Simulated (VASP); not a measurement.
# InAs (F-43m) in VASP: notebook

One crystal, InAs, is run at these levels: PBE, BLYP+D3, BLYP+D3(BJ), BLYP+D4; tasks: single point, relaxation of cell and atoms.

Everything below comes from runs of VASP 6.6.1. Logs are shortened: lines on timing, memory, paths and dates and some standing lists are left out, and cuts for length are marked.

**Experimental background.**

From a printed reference work, data compilation, for a bulk crystal of InAs at 4.2 K: band gap 0.418 eV (direct).

How close the calculation comes is told below.

**1. Starting point**

The structure is cubic, space group F-43m (No. 216). Conventional cell: a = 6.036 Å, b = 6.036 Å, c = 6.036 Å, α = 90.00°, β = 90.00°, γ = 90.00°. Around In (site symmetry -43m) lie 4 As at 2.61 Å. As (site symmetry -43m) is surrounded by 4 In at 2.61 Å.

**2. Single point, PBE**

INCAR

```
PREC = Accurate
ENCUT = 520
EDIFF = 1E-6
ISMEAR = 0
SIGMA = 0.028000000000000004
LREAL = False
LASPH = True
NELM = 60
ALGO = Normal
ISIF = 2
LWAVE = False
LCHARG = False
GGA = PE
```

KPOINTS

```
regular mesh
0
Gamma
  8 8 8
```

POSCAR

```
InAs
1.0
    0.0000000000      3.0180000000      3.0180000000
    3.0180000000      0.0000000000      3.0180000000
    3.0180000000      3.0180000000      0.0000000000
In As
1 1
Direct
    0.0000000000      0.0000000000      0.0000000000
    0.7500000000      0.7500000000      0.7500000000
```

Potentials or basis: VASP PAW PBE potentials, release 64 (In_d, As).

Command:

```console
$ cat potpaw_PBE.64/In_d/POTCAR potpaw_PBE.64/As/POTCAR > POTCAR
$ mpirun -np 1 vasp_std > vasp.out
```

OUTCAR:

```text
PREC = Accurate
   ENCUT = 520
   EDIFF = 1E-6
   ISMEAR = 0
   LREAL = False
   LASPH = True
   NELM = 60
   ISIF = 2
   GGA = PE

 ion  position               nearest neighbor table
   1  0.000  0.000  0.000-   2 2.61   2 2.61   2 2.61   2 2.61
   2  0.750  0.750  0.750-   1 2.61   1 2.61   1 2.61   1 2.61

  LATTYP: Found a face centered cubic cell.
 ALAT       =     6.0360000000

  Lattice vectors:

 A1 = (   0.0000000000,   3.0180000000,   3.0180000000)
 A2 = (   3.0180000000,   0.0000000000,   3.0180000000)
 A3 = (   3.0180000000,   3.0180000000,   0.0000000000)

Analysis of symmetry for initial positions (statically):
=====================================================================
 Subroutine PRICEL returns:
 Original cell was already a primitive cell.

 Routine SETGRP: Setting up the symmetry group for a
 face centered cubic supercell.

 Subroutine GETGRP returns: Found 24 space group operations
 (whereof 24 operations were pure point group operations)
 out of a pool of 48 trial point group operations.

The static configuration has the point symmetry T_d .

Analysis of symmetry for dynamics (positions and initial velocities):
=====================================================================
 Subroutine PRICEL returns:
 Original cell was already a primitive cell.

 Routine SETGRP: Setting up the symmetry group for a
 face centered cubic supercell.

 Subroutine GETGRP returns: Found 24 space group operations
 (whereof 24 operations were pure point group operations)
 out of a pool of 48 trial point group operations.

The dynamic configuration has the point symmetry T_d .

 Subroutine INISYM returns: Found 24 space group operations
 (whereof 24 operations are pure point group operations),
 and found     1 'primitive' translations

----------------------------------------------------------------------------------------

                                     Primitive cell

  volume of cell :      54.9778

  direct lattice vectors                    reciprocal lattice vectors
     0.000000000  3.018000000  3.018000000    -0.165672631  0.165672631  0.165672631
     3.018000000  0.000000000  3.018000000     0.165672631 -0.165672631  0.165672631
     3.018000000  3.018000000  0.000000000     0.165672631  0.165672631 -0.165672631

  length of vectors
     4.268096531  4.268096531  4.268096531     0.286953414  0.286953414  0.286953414

  position of ions in fractional coordinates (direct lattice)
     0.000000000  0.000000000  0.000000000
     0.750000000  0.750000000  0.750000000

  ion indices of the primitive-cell ions
   primitive index   ion index
                 1           1
                 2           2

----------------------------------------------------------------------------------------

 KPOINTS: regular mesh

Automatic generation of k-mesh.
 Grid dimensions read from file:
 generate k-points for:    8    8    8

 Generating k-lattice:

  Cartesian coordinates                     Fractional coordinates (reciprocal lattice)
    -0.020709079  0.020709079  0.020709079     0.125000000  0.000000000  0.000000000
     0.020709079 -0.020709079  0.020709079     0.000000000  0.125000000  0.000000000
     0.020709079  0.020709079 -0.020709079     0.000000000  0.000000000  0.125000000

  Length of vectors
     0.035869177  0.035869177  0.035869177

  Shift w.r.t. Gamma in fractional coordinates (k-lattice)
     0.000000000  0.000000000  0.000000000

 Subroutine IBZKPT returns following result:
 ===========================================

 Found     29 irreducible k-points:

 Following reciprocal coordinates:
            Coordinates               Weight
  0.000000  0.000000  0.000000      1.000000
  0.125000  0.000000  0.000000      8.000000
  0.250000  0.000000  0.000000      8.000000
  0.375000  0.000000  0.000000      8.000000
  0.500000  0.000000  0.000000      4.000000
  0.125000  0.125000  0.000000      6.000000
[... 16 lines left out ...]
  0.500000  0.250000  0.125000     48.000000
 -0.375000  0.250000  0.125000     24.000000
 [... further k-points ...]
   k-points           NKPTS =     29   k-points in BZ     NKDIM =     29   number of bands    NBANDS=     13
   number of dos      NEDOS =    301   number of ions     NIONS =      2
   total plane-waves  NPLWV =  32768
   dimension x,y,z NGX =    32 NGY =   32 NGZ =   32
   dimension x,y,z NGXF=    64 NGYF=   64 NGZF=   64
   ions per type =               1   1
   NGX,Y,Z   is equivalent  to a cutoff of  12.46, 12.46, 12.46 a.u.
   NGXF,Y,Z  is equivalent  to a cutoff of  24.93, 24.93, 24.93 a.u.
 SYSTEM =  unknown system
   PREC   = accura    normal or accurate (medium, high low for compatibility)
   ISTART =      0    job   : 0-new  1-cont  2-samecut
   ICHARG =      2    charge: 1-file 2-atom 10-const
   ISPIN  =      1    spin polarized calculation?
   LNONCOLLINEAR =      F non collinear calculations
   LSORBIT =      F    spin-orbit coupling
[... 65 lines left out ...]
      5      -9.7115      2.00000
      6      -7.3326      2.00000
      7       4.3966      2.00000
      8       4.5642      1.33334
      9       4.5642      1.33334
     10       4.5642      1.33333
     11       8.4736      0.00000
     12       8.4736      0.00000
     13       8.4736      0.00000

 k-point     2 :       0.1250    0.0000    0.0000
  band No.  band energies     occupation
      1      -9.8601      2.00000
      2      -9.8336      2.00000
      3      -9.8336      2.00000
      4      -9.7116      2.00000
      5      -9.7116      2.00000
      6      -7.1695      2.00000
      7       2.6840      2.00000
      8       4.3702      2.00000
      9       4.3702      2.00000
     10       5.6845      0.00000
     11       8.6318      0.00000
     12       8.7557      0.00000
     13       8.7557      0.00000

 k-point     3 :       0.2500    0.0000    0.0000
  band No.  band energies     occupation
      1      -9.9063      2.00000
      2      -9.8207      2.00000
      3      -9.8207      2.00000
      4      -9.7102      2.00000
      5      -9.7102      2.00000
      6      -6.7227      2.00000
      7       0.8578      2.00000
      8       3.9884      2.00000
      9       3.9884      2.00000
     10       5.8245      0.00000
     11       9.1908      0.00000
     12       9.1908      0.00000
     13       9.7427      0.00000

 k-point     4 :       0.3750    0.0000    0.0000
  band No.  band energies     occupation
      1      -9.9488      2.00000
      2      -9.8106      2.00000
      3      -9.8106      2.00000
      4      -9.7060      2.00000
      5      -9.7060      2.00000
      6      -6.1509      2.00000
      7      -0.6121      2.00000
      8       3.6809      2.00000
      9       3.6809      2.00000
     10       5.6234      0.00000
     11       9.2805      0.00000
     12       9.2805      0.00000
     13      11.1113      0.00000

 k-point     5 :       0.5000    0.0000    0.0000
  band No.  band energies     occupation
      1      -9.9655      2.00000
      2      -9.8074      2.00000
      3      -9.8074      2.00000
      4      -9.7032      2.00000
      5      -9.7032      2.00000
      6      -5.8454      2.00000
      7      -1.2274      2.00000
      8       3.5679      2.00000
      9       3.5679      2.00000
     10       5.5326      0.00000
     11       9.2439      0.00000
     12       9.2439      0.00000
     13      11.4265      0.00000
[... 257 lines left out ...]
 k-point    22 :       0.3750    0.2500    0.1250
  band No.  band energies     occupation
      1      -9.9445      2.00000
      2      -9.8051      2.00000
      3      -9.8003      2.00000
      4      -9.7235      2.00000
      5      -9.7017      2.00000
      6      -6.3572      2.00000
      7       0.3731      2.00000
      8       2.5504      2.00000
      9       3.4589      2.00000
     10       7.4032      0.00000
     11       7.8452      0.00000
     12       9.7093      0.00000
     13      10.5940      0.00000

 k-point    23 :       0.5000    0.2500    0.1250
  band No.  band energies     occupation
      1      -9.9717      2.00000
      2      -9.7995      2.00000
      3      -9.7890      2.00000
      4      -9.7209      2.00000
      5      -9.7018      2.00000
      6      -5.8442      2.00000
      7      -0.6148      2.00000
      8       1.9701      2.00000
      9       3.0829      2.00000
     10       7.4275      0.00000
     11       8.5821      0.00000
     12       9.7366      0.00000
     13      11.1140      0.00000

 k-point    24 :      -0.3750    0.2500    0.1250
  band No.  band energies     occupation
      1      -9.9819      2.00000
      2      -9.7985      2.00000
      3      -9.7849      2.00000
      4      -9.7167      2.00000
      5      -9.7038      2.00000
      6      -5.5765      2.00000
      7      -1.0818      2.00000
      8       1.8109      2.00000
      9       2.9057      2.00000
     10       7.3836      0.00000
     11       8.6192      0.00000
     12      10.3733      0.00000
     13      11.6557      0.00000

 [... further k-points ...]

------------------------ aborting loop because EDIFF is reached ----------------------------------------

  FORCE on cell =-STRESS in cart. coord.  units (eV):
  Direction    XX          YY          ZZ          XY          YZ          ZX
  --------------------------------------------------------------------------------------
  -------------------------------------------------------------------------------------
  Total        1.4968212      1.4968212      1.4968212      0.0000000      0.0000000     -0.0000000
  in kB       43.6207175     43.6207175     43.6207175      0.0000000      0.0000000     -0.0000000
  external PRESSURE =      43.6207175 kB  Pullay stress =       0.0000000 kB

 VOLUME and BASIS-vectors are now :
 -----------------------------------------------------------------------------
  energy-cutoff  :      520.00
  volume of cell :       54.98
      direct lattice vectors                 reciprocal lattice vectors
     0.000000000  3.018000000  3.018000000    -0.165672631  0.165672631  0.165672631
     3.018000000  0.000000000  3.018000000     0.165672631 -0.165672631  0.165672631
     3.018000000  3.018000000  0.000000000     0.165672631  0.165672631 -0.165672631

 POSITION                                       TOTAL-FORCE (eV/Angst)
 -----------------------------------------------------------------------------------
      0.00000      0.00000      0.00000        -0.000000     -0.000000     -0.000000
      4.52700      4.52700      4.52700         0.000000      0.000000      0.000000
 -----------------------------------------------------------------------------------
    total drift:                                0.000000      0.000000      0.000000

  FREE ENERGIE OF THE ION-ELECTRON SYSTEM (eV)
  ---------------------------------------------------
  free  energy   TOTEN  =        -7.6612970482 eV

  energy  without entropy=       -7.6612126860  energy(sigma->0) =       -7.66125487
```

It took 11 s on 1 thread of AMD EPYC 9R45 (Zen 5), shared host; peak memory 0.15 GiB.

Results:

```yaml
Free_energy: -7.6613 eV
Pressure: 4.4 GPa
Band_gap_on_the_k_mesh: none (metal or under the smearing width)
```

Caveat: this crystal is a semiconductor, whose small gap the functional closes, so the metal is an error of the method.

**3. Relaxation of cell and atoms, BLYP+D3**

INCAR

```
SYSTEM = InAs
  PREC = Accurate
  ENCUT = 600
  EDIFF = 1E-6
  ISMEAR = -1
  SIGMA = 0.05
  LREAL = .FALSE.
  LASPH = .TRUE.
  NELM = 80
  ALGO = Normal
  ISIF = 3
  LWAVE = .FALSE.
  LCHARG = .FALSE.
  GGA = B5
  ALDAX = 1.0
  AGGAX = 1.0
  AGGAC = 1.0
  ALDAC = 0.0
  IVDW = 11
  VDW_S6 = 1.0
  VDW_S8 = 1.682
  VDW_SR = 1.094
  VDW_SR8 = 1.0
  IBRION = 2
  NSW = 40
  EDIFFG = -0.005
```

KPOINTS

```
regular mesh
0
G
  8 8 8
  0 0 0
```

POSCAR is that of step 2.

Potentials or basis: VASP PAW PBE potentials, release 64 (In_d, As).

Command:

```console
$ cat potpaw_PBE.64/In_d/POTCAR potpaw_PBE.64/As/POTCAR > POTCAR
$ mpirun -np 1 vasp_std > vasp.out
```

Wall time 80 s (1 thread of AMD EPYC 9R45 (Zen 5), shared host); peak memory 0.2 GiB.

The run converged. Its results:

```yaml
Free_energy: -7.3131 eV
Relaxed_volume: 29.85 Å³/atom
Relaxed_cell: a = 4.387 Å, b = 4.387 Å, c = 4.387 Å, α = 60.00°, β = 60.00°, γ = 60.00°
Space_group_after_relaxing_to_0.05_Å: F-43m (No. 216)
Energy_gained_by_relaxing: 32.1 meV/atom
Ionic_steps: 3
Pressure_after_relaxing: 0.0 GPa
Band_gap_on_the_k_mesh: none (metal or under the smearing width)
Dispersion_energy_per_atom: -0.403 eV
```

Step by step:
| step | energy change (eV) | largest force (eV/Å) | pressure (GPa) | volume (Å³) |
| --- | --- | --- | --- | --- |
| 1 | 0.0000 | 0.0000 | 4.70 | 54.98 |
| 2 | -0.0557 | 0.0000 | -1.39 | 61.65 |
| 3 | -0.0641 | 0.0000 | 0.02 | 59.70 |

Final structure:
```cif
data_structure
_symmetry_space_group_name_H-M 'P 1'
_symmetry_Int_Tables_number 1
_cell_length_a 4.3869
_cell_length_b 4.3869
_cell_length_c 4.3869
_cell_angle_alpha 60.000
_cell_angle_beta 60.000
_cell_angle_gamma 60.000
_cell_volume 59.70
loop_
_atom_site_label
_atom_site_type_symbol
_atom_site_fract_x
_atom_site_fract_y
_atom_site_fract_z
_atom_site_occupancy
In1 In 0.00000 0.00000 0.00000 1
As1 As 0.75000 0.75000 0.75000 1
```

Levels at points of the mesh, in eV from the Fermi level:
```csv
k point,band 6,band 7,band 8,band 9,band 10,band 11,band 12,band 13
"(0.00, 0.00, 0.00)",-11.48,-0.75,-0.05,-0.05,-0.05,3.81,3.81,3.81
"(0.50, 0.00, 0.00)",-10.25,-5.45,-0.93,-0.93,0.71,4.61,4.61,6.81
"(0.50, 0.50, 0.00)",-9.80,-5.61,-2.11,-2.11,1.72,2.02,8.61,8.61
```

Caveat: the PAW data sets were made with another functional, which shifts forces and pressure a little; pairwise dispersion overbinds metals, which lowers pressure and volume; this crystal is a semiconductor, whose small gap the functional closes, so the metal is an error of the method. Zero-point motion and thermal expansion aren't in these numbers.

**4. Relaxation of cell and atoms, BLYP+D3(BJ)**

INCAR

```
  AGGAC = 1.0
  AGGAX = 1.0
  ALDAC = 0.0
  ALDAX = 1.0
  ALGO = Fast
  EDIFF = 1E-7
  EDIFFG = -0.005
  ENCUT = 600
  GGA = B5
  IBRION = 2
  ISIF = 3
  ISMEAR = -1
  IVDW = 12
  LASPH = T
  LCHARG = F
  LREAL = F
  LWAVE = F
  NELM = 60
  NSW = 40
  PREC = Accurate
  SIGMA = 0.05
  VDW_A1 = 0.4298
  VDW_A2 = 4.2359
  VDW_S6 = 1.0
  VDW_S8 = 2.6996
```

KPOINTS

```
k-points
0
Gamma
  8 8 8
```

POSCAR is that of step 3.

Command:

```console
$ cat potpaw_PBE.64/In_d/POTCAR potpaw_PBE.64/As/POTCAR > POTCAR
$ mpirun -np 1 vasp_std > vasp.out
```

It took 2.3 min on 1 thread of AMD EPYC 9R45 (Zen 5), shared host; peak memory 0.2 GiB.

It converged, with:

| Property | Result |
| --- | --- |
| Free energy | -7.8956 eV |
| Relaxed volume | 28.76 Å³/atom |
| Relaxed cell | a = 4.333 Å, b = 4.333 Å, c = 4.333 Å, α = 60.00°, β = 60.00°, γ = 60.00° |
| Space group after relaxing (to 0.05 Å) | F-43m (No. 216) |
| Energy gained by relaxing | 10.2 meV/atom |
| Ionic steps | 3 |
| Pressure after relaxing | 0.0 GPa |
| Band gap on the k mesh | none (metal or under the smearing width) |
| Dispersion energy per atom | -0.719 eV |

Step by step:
```tsv
step	energy change (eV)	largest force (eV/Å)	pressure (GPa)	volume (Å³)
1	0.0000	0.0000	2.71	54.98
2	-0.0163	0.0000	-1.04	58.76
3	-0.0204	0.0000	0.01	57.52
```

Final structure:
```cif
data_structure
_symmetry_space_group_name_H-M 'P 1'
_symmetry_Int_Tables_number 1
_cell_length_a 4.3330
_cell_length_b 4.3330
_cell_length_c 4.3330
_cell_angle_alpha 60.000
_cell_angle_beta 60.000
_cell_angle_gamma 60.000
_cell_volume 57.52
loop_
_atom_site_label
_atom_site_type_symbol
_atom_site_fract_x
_atom_site_fract_y
_atom_site_fract_z
_atom_site_occupancy
In1 In 0.00000 0.00000 0.00000 1
As1 As 0.75000 0.75000 0.75000 1
```

Levels at points of the mesh, in eV from the Fermi level:
```tsv
k point	band 7	band 8	band 9	band 10	band 11	band 12
(0.00, 0.00, 0.00)	-0.55	-0.05	-0.05	-0.05	3.84	3.84
(0.50, 0.00, 0.00)	-5.61	-0.98	-0.98	0.80	4.64	4.64
(0.50, 0.50, 0.00)	-5.75	-2.22	-2.22	1.68	2.05	8.87
```

Caveat: the PAW data sets were made with another functional, which shifts forces and pressure a little; pairwise dispersion overbinds metals, which lowers pressure and volume; this crystal is a semiconductor, whose small gap the functional closes, so the metal is an error of the method. Zero-point motion and thermal expansion aren't in these numbers.

**5. Relaxation of cell and atoms, BLYP+D4**

INCAR

```
PREC = Accurate
ENCUT = 600
EDIFF = 1E-6
ISMEAR = -1
SIGMA = 0.05
LREAL = False
LASPH = True
NELM = 100
ALGO = Normal
ISIF = 3
LWAVE = False
LCHARG = False
GGA = B5
ALDAX = 1.0
AGGAX = 1.0
AGGAC = 1.0
ALDAC = 0.0
IVDW = 13
VDW_S6 = 1.0
VDW_S8 = 2.34076671
VDW_A1 = 0.44488865
VDW_A2 = 4.0933009
IBRION = 2
NSW = 40
EDIFFG = -0.02
```

KPOINTS

```
regular mesh
0
Gamma
  8 8 8
```

POSCAR is that of step 4.

Command:

```console
$ cat potpaw_PBE.64/In_d/POTCAR potpaw_PBE.64/As/POTCAR > POTCAR
$ mpirun -np 1 vasp_std > vasp.out
```

Wall time 78 s (1 thread of AMD EPYC 9R45 (Zen 5), shared host); peak memory 0.2 GiB.

It converged, with:

| Item | Value |
| --- | --- |
| Free energy | -7.6965 eV |
| Relaxed volume | 29.16 Å³/atom |
| Relaxed cell | a = 4.353 Å, b = 4.353 Å, c = 4.353 Å, α = 60.00°, β = 60.00°, γ = 60.00° |
| Space group after relaxing (to 0.05 Å) | F-43m (No. 216) |
| Energy gained by relaxing | 17.0 meV/atom |
| Ionic steps | 3 |
| Pressure after relaxing | 0.0 GPa |
| Band gap on the k mesh | none (metal or under the smearing width) |
| Dispersion energy per atom | -0.608 eV |

The path:
```csv
step,energy change (eV),largest force (eV/Å),pressure (GPa),volume (Å³)
1,0.0000,0.0000,3.44,54.98
2,-0.0283,0.0000,-1.21,59.80
3,-0.0339,0.0000,0.01,58.32
```

Final structure:
```xyz
2
Lattice="0.0000 3.0779 3.0779 3.0779 0.0000 3.0779 3.0779 3.0779 0.0000" Properties=species:S:1:pos:R:3 pbc="T T T"
In    0.0000    0.0000    0.0000
As    4.6169    4.6169    4.6169
```

Levels at points of the mesh, in eV from the Fermi level:
| k point | band 7 | band 8 | band 9 | band 10 | band 11 | band 12 |
| --- | --- | --- | --- | --- | --- | --- |
| (0.00, 0.00, 0.00) | -0.63 | -0.05 | -0.05 | -0.05 | 3.83 | 3.83 |
| (0.50, 0.00, 0.00) | -5.55 | -0.96 | -0.96 | 0.77 | 4.63 | 4.63 |
| (0.50, 0.50, 0.00) | -5.69 | -2.18 | -2.18 | 1.70 | 2.04 | 8.77 |

Caveat: the PAW data sets were made with another functional, which shifts forces and pressure a little; pairwise dispersion overbinds metals, which lowers pressure and volume; this crystal is a semiconductor, whose small gap the functional closes, so the metal is an error of the method. Zero-point motion and thermal expansion aren't in these numbers.

**6. Overview**

| task | level | cell | cutoff (eV) | smearing | gap on the mesh (eV) | pressure (GPa) | relaxed volume (Å³/atom) |
| --- | --- | --- | --- | --- | --- | --- | --- |
| single point | PBE | as given | 520 | gaussian 0.028 eV | none | 4.4 | - |
| relaxation of cell and atoms | BLYP+D3 | relaxed | 600 | fermi-dirac 0.05 eV | none | 0.0 | 29.85 |
| relaxation of cell and atoms | BLYP+D3(BJ) | relaxed | 600 | fermi-dirac 0.05 eV | none | 0.0 | 28.76 |
| relaxation of cell and atoms | BLYP+D4 | relaxed | 600 | fermi-dirac 0.05 eV | none | 0.0 | 29.16 |

Alike in all rows: potentials or basis VASP PAW PBE potentials, release 64 (In_d, As); no spin polarisation; k mesh 8 × 8 × 8.

Caveats: this crystal is a semiconductor, whose small gap the functional closes, so the metal is an error of the method; the PAW data sets were made with another functional, which shifts forces and pressure a little (some runs); pairwise dispersion overbinds metals, which lowers pressure and volume (some runs).

Total energies depend on the potentials used, so only differences within one code and one set of settings carry meaning.

**7. How close it comes**

Step 2. Against the measured gap of InAs, 0.418 eV (direct; 4.2 K; a printed reference work, data compilation), the calculated 0.00 eV is off by -0.42 eV. Spin-orbit coupling on As, In is left out. The value is that of PBE on a finite k mesh, which can miss the band edges, without temperature or zero-point motion. Semilocal functionals fall short of measured gaps as a rule.
